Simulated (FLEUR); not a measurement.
# CdSe (Cadmoselite) (P6_3mc) in FLEUR: a series of runs

One crystal, CdSe (Cadmoselite), is run at these levels: PBE; tasks: band structure, equation of state.

Program: FLEUR MaX-R8.1 (later development tree). These are calculated values, not measurements. Logs are shortened: lines on timing, memory, paths and dates and some standing lists are left out, and cuts for length are marked.

**What was measured.**

From a printed reference work, data compilation, for a bulk crystal of CdSe at 2 K: band gap 1.841 eV.

How close the calculation comes is told below.

## (1) The structure

The structure is hexagonal, space group P6_3mc (No. 186). Conventional cell: a = 4.300 Å, b = 4.300 Å, c = 7.020 Å, α = 90.00°, β = 90.00°, γ = 120.00°. Around Cd (site symmetry 3m) lie 4 Se at 2.61 to 2.70 Å. Around Se (site symmetry 3m) lie 4 Cd at 2.61 to 2.70 Å.

## (2) Band structure, PBE

inp.xml reads:

```xml
<?xml version="1.0" encoding="UTF-8" standalone="no"?>
<fleurInput fleurInputVersion="0.39">
   <comment>
      CdSe                                                                                                
   </comment>
   <calculationSetup>
      <cutoffs Kmax="4.0" Gmax="20.0" GmaxXC="20.0" numbands="0"/>
      <scfLoop itmax="60" minDistance="0.00001" maxIterBroyd="15" imix="Anderson" alpha="0.05" precondParam="0.0" spinf="2.0" sdNocoIR="T"/>
      <coreElectrons ctail="T" frcor="F" kcrel="0" coretail_lmax="0"/>
      <xcFunctional name="pbe" relativisticCorrections="F"/>
      <magnetism jspins="1"/>
      <soc l_soc="F" theta="0.0" phi="0.0" spav="F"/>
      <expertModes spex="0" secvar="F"/>
      <geometryOptimization l_f="F" forcealpha="1.0" forcemix="BFGS" epsdisp="0.00001" epsforce="0.00001"/>
      <ldaU l_linMix="F" mixParam="0.05" spinf="1.0"/>
   </calculationSetup>
   <cell>
      <bzIntegration valenceElectrons="72.0" mode="hist" fermiSmearingEnergy="0.00183747">
         <kPointListSelection listName="default-1"/>
         <!-- k-points included here -->
         <xi:include xmlns:xi="http://www.w3.org/2001/XInclude" href="kpts.xml"> </xi:include>
      </bzIntegration>
      <!-- symmetry operations included here -->
      <xi:include xmlns:xi="http://www.w3.org/2001/XInclude" href="sym.xml"> </xi:include>
      <bulkLattice scale="1.0">
[... 32 lines left out ...]
         <lo type="SCLO" l="2" n="3" eDeriv="0"/>
         <lo type="SCLO" l="0" n="4" eDeriv="2"/>
         <lo type="SCLO" l="1" n="4" eDeriv="2"/>
         <lo type="SCLO" l="3" n="4" eDeriv="2"/>
      </species>
   </atomSpecies>
   <atomGroups>
      <atomGroup species="Cadmium (Cd)">
         <relPos label="                   1">-1.000/3.000 1.000/3.000 1.000/2.000</relPos>
         <relPos label="                   2">1.000/3.000 -1.000/3.000 .0000000000</relPos>
         <force calculate="T" relaxXYZ="TTT"/>
      </atomGroup>
      <atomGroup species="Selenium (Se)">
         <relPos label="                   3">-1.000/3.000 1.000/3.000 -.1150000000</relPos>
         <relPos label="                   4">1.000/3.000 -1.000/3.000 .3850000000</relPos>
         <force calculate="T" relaxXYZ="TTT"/>
      </atomGroup>
   </atomGroups>
   <output dos="F" band="F" slice="F">
      <checks vchk="F" cdinf="F"/>
      <bandDOS minEnergy="-.5*Htr" maxEnergy="0.5*Htr" sigma="0.015" storeEVData="T"/>
      <vacuumDOS vacdos="F" integ="F" star="F" nstars="0" locx1="0.0" locy1="0.0" locx2="0.0" locy2="0.0" nstm="0" tworkf="0.0"/>
      <unfoldingBand unfoldBand="F" supercellX="1" supercellY="1" supercellZ="1"/>
      <plotting iplot="0" polar="F">
         <plot TwoD="T" vec1="  1.0  0.0  0.0" vec2="  0.0  1.0  0.0" vec3="  0.0  0.0  1.0" zero="  0.0  0.0  0.0" file="plot"/>
      </plotting>
      <chargeDensitySlicing numkpt="0" minEigenval="0.0" maxEigenval="0.0" nnne="0" pallst="F"/>
      <specialOutput eonly="F"/>
      <moessbauerParams electricFieldGradient="T" isomerShift="T" coreHyperfine="T" valenceHyperfine="T"/>
      <magneticCircularDichroism mcd="F" energyLo="-10.0" energyUp="0.0"/>
   </output>
  <!-- We include the file relax.xml here to enable relaxations (see documentation) -->
  <xi:include xmlns:xi="http://www.w3.org/2001/XInclude" href="relax.xml"> <xi:fallback/> </xi:include>
</fleurInput>
```

crystal.txt reads:

```
CdSe
&input cartesian=F /
4.3000000000  0.0000000000  0.0000000000
-2.1500000000  3.7239092363  0.0000000000
0.0000000000  0.0000000000  7.0200000000
1.8897261246
1.0 1.0 1.0

4
48 0.6666666667  0.3333333333  0.5000000000
48 0.3333333333  0.6666666667  0.0000000000
34 0.6666666667  0.3333333333  0.8850000000
34 0.3333333333  0.6666666667  0.3850000000

&kpt div1=7 div2=7 div3=4 gamma=T /
```

inp.xml (bands) reads:

```
<?xml version="1.0" encoding="UTF-8" standalone="no"?>
<fleurInput fleurInputVersion="0.39">
   <comment>
      CdSe                                                                                                
   </comment>
   <calculationSetup>
      <cutoffs Kmax="4.0" Gmax="20.0" GmaxXC="20.0" numbands="0"/>
      <scfLoop itmax="60" minDistance="0.00001" maxIterBroyd="15" imix="Anderson" alpha="0.05" precondParam="0.0" spinf="2.0" sdNocoIR="T"/>
      <coreElectrons ctail="T" frcor="F" kcrel="0" coretail_lmax="0"/>
      <xcFunctional name="pbe" relativisticCorrections="F"/>
      <magnetism jspins="1"/>
      <soc l_soc="F" theta="0.0" phi="0.0" spav="F"/>
      <expertModes spex="0" secvar="F"/>
      <geometryOptimization l_f="F" forcealpha="1.0" forcemix="BFGS" epsdisp="0.00001" epsforce="0.00001"/>
      <ldaU l_linMix="F" mixParam="0.05" spinf="1.0"/>
   </calculationSetup>
   <cell>
      <bzIntegration valenceElectrons="72.0" mode="hist" fermiSmearingEnergy="0.00183747">
         <kPointListSelection listName="path-1"/>
         <!-- k-points included here -->
         <xi:include xmlns:xi="http://www.w3.org/2001/XInclude" href="kpts.xml"> </xi:include>
      </bzIntegration>
      <!-- symmetry operations included here -->
      <xi:include xmlns:xi="http://www.w3.org/2001/XInclude" href="sym.xml"> </xi:include>
[... 33 lines left out ...]
         <lo type="SCLO" l="2" n="3" eDeriv="0"/>
         <lo type="SCLO" l="0" n="4" eDeriv="2"/>
         <lo type="SCLO" l="1" n="4" eDeriv="2"/>
         <lo type="SCLO" l="3" n="4" eDeriv="2"/>
      </species>
   </atomSpecies>
   <atomGroups>
      <atomGroup species="Cadmium (Cd)">
         <relPos label="                   1">-1.000/3.000 1.000/3.000 1.000/2.000</relPos>
         <relPos label="                   2">1.000/3.000 -1.000/3.000 .0000000000</relPos>
         <force calculate="T" relaxXYZ="TTT"/>
      </atomGroup>
      <atomGroup species="Selenium (Se)">
         <relPos label="                   3">-1.000/3.000 1.000/3.000 -.1150000000</relPos>
         <relPos label="                   4">1.000/3.000 -1.000/3.000 .3850000000</relPos>
         <force calculate="T" relaxXYZ="TTT"/>
      </atomGroup>
   </atomGroups>
   <output dos="F" band="T" slice="F">
      <checks vchk="F" cdinf="F"/>
      <bandDOS minEnergy="-.5*Htr" maxEnergy="0.5*Htr" sigma="0.015" storeEVData="T"/>
      <vacuumDOS vacdos="F" integ="F" star="F" nstars="0" locx1="0.0" locy1="0.0" locx2="0.0" locy2="0.0" nstm="0" tworkf="0.0"/>
      <unfoldingBand unfoldBand="F" supercellX="1" supercellY="1" supercellZ="1"/>
      <plotting iplot="0" polar="F">
         <plot TwoD="T" vec1="  1.0  0.0  0.0" vec2="  0.0  1.0  0.0" vec3="  0.0  0.0  1.0" zero="  0.0  0.0  0.0" file="plot"/>
      </plotting>
      <chargeDensitySlicing numkpt="0" minEigenval="0.0" maxEigenval="0.0" nnne="0" pallst="F"/>
      <specialOutput eonly="F"/>
      <moessbauerParams electricFieldGradient="T" isomerShift="T" coreHyperfine="T" valenceHyperfine="T"/>
      <magneticCircularDichroism mcd="F" energyLo="-10.0" energyUp="0.0"/>
   </output>
  <!-- We include the file relax.xml here to enable relaxations (see documentation) -->
  <xi:include xmlns:xi="http://www.w3.org/2001/XInclude" href="relax.xml"> <xi:fallback/> </xi:include>
</fleurInput>
```

Potentials or basis: all-electron, FLAPW.

Command:

```
$ inpgen -f crystal.txt -profile fast
$ # inp.xml edited to the form shown
$ fleur_MPI
$ fleur_MPI   # second run, on inp.xml (bands)
```

Log:

```text
Welcome to FLEUR        (www.flapw.de)
      MaX-Release 8.1          (www.max-centre.eu)

 ========== k-point set info ==========
 Selected k-point list: default-1
 k-point list type: mesh
 7 x 7 x 4
 Number of k points: 24

 ------------Calculation Setup---------------------------
 Number of MPI-tasks      :            1
 Number of PE/node        :            1
 Number of OMP-threads    :            1
 Most efficient MPI parallelization for:
           1           2           3           4           6           8          12          24
 Additional eigenvalue parallelization possible
 Number of basis functions:          973
 Approximate size of matrices (H+S) per k-point:         0.028 GB
 --------------------------------------------------------
 Iteration:     1   Distance:       6.18496313 me/bohr^3
 Iteration:     2   Distance:       5.59362041 me/bohr^3
 Iteration:     3   Distance:       3.22227725 me/bohr^3
 Iteration:     4   Distance:       1.21270595 me/bohr^3
 Iteration:     5   Distance:       0.92619965 me/bohr^3
 Iteration:     6   Distance:       0.19019823 me/bohr^3
 Iteration:     7   Distance:       0.10950286 me/bohr^3
 Iteration:     8   Distance:       0.05839947 me/bohr^3
 Iteration:     9   Distance:       0.00578004 me/bohr^3
 Iteration:    10   Distance:       0.00543341 me/bohr^3
 Iteration:    11   Distance:       0.00101491 me/bohr^3
 Iteration:    12   Distance:       0.00046924 me/bohr^3
 Iteration:    13   Distance:       0.00020259 me/bohr^3
 Iteration:    14   Distance:       0.00005827 me/bohr^3
 Iteration:    15   Distance:       0.00004993 me/bohr^3
 Iteration:    16   Distance:       0.00004439 me/bohr^3
 Iteration:    17   Distance:       0.00002337 me/bohr^3
 Iteration:    18   Distance:       0.00000774 me/bohr^3

 ********************************************************************
 Run finished successfully
 Stop message:
   all done
 ********************************************************************
```

Wall time 5.4 min (1 thread of Arm Neoverse V2, shared host); peak memory 0.17 GiB.

Results:

```yaml
Free_energy: -436813.7240 eV
Band_gap_on_the_k_mesh: 0.70 eV, direct
Band_gap_along_the_path: 0.70 eV, direct
Valence_electrons_inside_the_program's_atomic_spheres: Cd 18.38; Se 13.60 (radii Cd 2.47, Se 2.1 bohr)
```

Levels at the corners of the path, in eV from the valence-band top:
```csv
point,band 34,band 35,band 36,band 37,band 38,band 39
Γ,-0.01,0.00,0.00,0.70,2.12,5.89
M,-1.85,-1.24,-0.83,3.23,3.32,4.81
K,-1.79,-1.79,-1.78,4.39,4.80,4.80
Γ,-0.01,0.00,0.00,0.70,2.12,5.89
A,-0.37,-0.37,-0.37,2.34,2.34,5.82
L,-1.38,-1.29,-1.29,2.99,2.99,4.79
H,-2.48,-1.06,-1.06,3.80,3.80,5.92
A,-0.37,-0.37,-0.37,2.34,2.34,5.82
L,-1.38,-1.29,-1.29,2.99,2.99,4.79
M,-1.85,-1.24,-0.83,3.23,3.32,4.81
K,-1.79,-1.79,-1.78,4.39,4.80,4.80
H,-2.48,-1.06,-1.06,3.80,3.80,5.92
```

Core levels (eV from the Fermi level):
| atom | levels |
| --- | --- |
| 1 Cd | 1s1/2 -26506.0, 2s1/2 -3930.8, 2p1/2 -3659.0, 2p3/2 -3466.5, 3s1/2 -729.5, 3p1/2 -620.6, 3p3/2 -586.2, 3d3/2 -393.6, 3d5/2 -386.6 |
| 2 Cd | 1s1/2 -26506.0, 2s1/2 -3930.8, 2p1/2 -3659.0, 2p3/2 -3466.5, 3s1/2 -729.5, 3p1/2 -620.6, 3p3/2 -586.2, 3d3/2 -393.6, 3d5/2 -386.6 |
| 3 Se | 1s1/2 -12494.7, 2s1/2 -1600.2, 2p1/2 -1434.8, 2p3/2 -1393.1, 3s1/2 -207.2, 3p1/2 -150.7, 3p3/2 -144.8 |
| 4 Se | 1s1/2 -12494.7, 2s1/2 -1600.2, 2p1/2 -1434.8, 2p3/2 -1393.1, 3s1/2 -207.2, 3p1/2 -150.7, 3p3/2 -144.8 |

## (3) Equation of state, PBE, 26.42 Å³/atom (volume scaled by 0.94)

Changes to inp.xml since step 2:

```diff
@@ -24,3 +24,3 @@
       <xi:include xmlns:xi="http://www.w3.org/2001/XInclude" href="sym.xml"> </xi:include>
-      <bulkLattice scale="1.0">
+      <bulkLattice scale="0.9795861087">
          <bravaisMatrix>
@@ -34,3 +34,3 @@
       <species name="Cadmium (Cd)" element="Cd" atomicNumber="48">
-         <mtSphere radius="2.47" gridPoints="817" logIncrement="0.016"/>
+         <mtSphere radius="2.4" gridPoints="817" logIncrement="0.016"/>
          <atomicCutoffs lmax="7" lnonsphr="5"/>
@@ -48,3 +48,3 @@
       <species name="Selenium (Se)" element="Se" atomicNumber="34">
-         <mtSphere radius="2.1" gridPoints="695" logIncrement="0.018"/>
+         <mtSphere radius="2.04" gridPoints="695" logIncrement="0.018"/>
          <atomicCutoffs lmax="6" lnonsphr="4"/>
```

Potentials or basis: all-electron, FLAPW.

Command:

```
$ inpgen -f crystal.txt -profile fast
$ # inp.xml edited to the form shown
$ fleur_MPI
```

Wall time 4.1 min (1 thread of Arm Neoverse V2, shared host); peak memory 0.17 GiB.

The run converged. Its results:

```
Free energy                                           : -436813.4346 eV
Band gap on the k mesh                                : 0.83 eV, direct
Valence electrons inside the program's atomic spheres : Cd 18.27; Se 13.42 (radii Cd 2.4, Se 2.04 bohr)
```

Caveat: the plane-wave cutoff is short for the semicore states, which can make moduli rough.

## (4) Equation of state, PBE, 26.98 Å³/atom (volume scaled by 0.96)

Changes to inp.xml since step 3:

```diff
@@ -24,3 +24,3 @@
       <xi:include xmlns:xi="http://www.w3.org/2001/XInclude" href="sym.xml"> </xi:include>
-      <bulkLattice scale="0.9795861087">
+      <bulkLattice scale="0.9864848297">
          <bravaisMatrix>
```

Command:

```
$ inpgen -f crystal.txt -profile fast
$ # inp.xml edited to the form shown
$ fleur_MPI
```

Run time: 4.4 min. Hardware: 1 thread of Arm Neoverse V2, shared host; peak memory 0.17 GiB.

The run converged. Its results:

```yaml
Free_energy: -436813.5248 eV
Band_gap_on_the_k_mesh: 0.79 eV, direct
Valence_electrons_inside_the_program's_atomic_spheres: Cd 18.25; Se 13.41 (radii Cd 2.4, Se 2.04 bohr)
```

Caveat: the plane-wave cutoff is short for the semicore states, which can make moduli rough.

## (5) Equation of state, PBE, 28.10 Å³/atom

Changes to inp.xml since step 4:

```diff
@@ -24,3 +24,3 @@
       <xi:include xmlns:xi="http://www.w3.org/2001/XInclude" href="sym.xml"> </xi:include>
-      <bulkLattice scale="0.9864848297">
+      <bulkLattice scale="1.0000000000">
          <bravaisMatrix>
```

Command:

```
$ inpgen -f crystal.txt -profile fast
$ # inp.xml edited to the form shown
$ fleur_MPI
```

It took 5 min on 1 thread of Arm Neoverse V2, shared host; peak memory 0.17 GiB.

It converged, with:

| Item | Value |
| --- | --- |
| Free energy | -436813.6474 eV |
| Band gap on the k mesh | 0.70 eV, direct |
| Valence electrons inside the program's atomic spheres | Cd 18.22; Se 13.39 (radii Cd 2.4, Se 2.04 bohr) |

Caveat: the plane-wave cutoff is short for the semicore states, which can make moduli rough.

## (6) Equation of state, PBE, 29.23 Å³/atom (volume scaled by 1.04)

Changes to inp.xml since step 5:

```diff
@@ -24,3 +24,3 @@
       <xi:include xmlns:xi="http://www.w3.org/2001/XInclude" href="sym.xml"> </xi:include>
-      <bulkLattice scale="1.0000000000">
+      <bulkLattice scale="1.0131594038">
          <bravaisMatrix>
```

Potentials or basis: all-electron, FLAPW.

Command:

```
$ inpgen -f crystal.txt -profile fast
$ # inp.xml edited to the form shown
$ fleur_MPI
```

It took 5.5 min on 1 thread of Arm Neoverse V2, shared host; peak memory 0.18 GiB.

Results (log left out):

```yaml
Free_energy: -436813.7028 eV
Band_gap_on_the_k_mesh: 0.62 eV, direct
Valence_electrons_inside_the_program's_atomic_spheres: Cd 18.19; Se 13.37 (radii Cd 2.4, Se 2.04 bohr)
```

Caveat: the plane-wave cutoff is short for the semicore states, which can make moduli rough.

## (7) Equation of state, PBE, 29.79 Å³/atom (volume scaled by 1.06)

Changes to inp.xml since step 6:

```diff
@@ -24,3 +24,3 @@
       <xi:include xmlns:xi="http://www.w3.org/2001/XInclude" href="sym.xml"> </xi:include>
-      <bulkLattice scale="1.0131594038">
+      <bulkLattice scale="1.0196128224">
          <bravaisMatrix>
```

Command:

```
$ inpgen -f crystal.txt -profile fast
$ # inp.xml edited to the form shown
$ fleur_MPI
```

It took 5.7 min on 1 thread of Arm Neoverse V2, shared host; peak memory 0.18 GiB.

It converged, with:

```
Free energy                                           : -436813.7102 eV
Band gap on the k mesh                                : 0.57 eV, direct
Valence electrons inside the program's atomic spheres : Cd 18.18; Se 13.36 (radii Cd 2.4, Se 2.04 bohr)
```

Caveat: the plane-wave cutoff is short for the semicore states, which can make moduli rough.

## (8) Equation of state, PBE

Potentials or basis: all-electron, FLAPW.

This step only gathers the single runs of the series.

Results:

```yaml
Equilibrium_volume: "29.82 Å³/atom (rough: see the caveat)"
Bulk_modulus_at_fixed_shape_and_positions: 46 GPa (rough)
```

Energy against volume, from the lowest point:
```tsv
volume (Å³/atom)	energy (meV/atom)
26.416	68.88
26.978	46.35
28.102	15.69
29.227	1.84
29.789	0.00
```

Caveat: small basis for a fit; the minimum lies outside the volumes run; the plane-wave cutoff is short for the semicore states, which can make moduli rough; the cell was scaled at fixed shape and fractional positions, which overstates the stiffness of a crystal with free parameters, most of all of layers and chains.

## (9) Comparison with measurements

Step 2. Against the measured gap of CdSe, 1.841 eV (2 K; a printed reference work, data compilation), the calculated 0.70 eV is off by -1.14 eV. So large a miss can be the level of theory's own, or it may mean another phase, state or a wrong row. Spin-orbit coupling on Cd, Se is left out. The value is that of PBE, without temperature or zero-point motion. Semilocal functionals fall short of measured gaps as a rule.
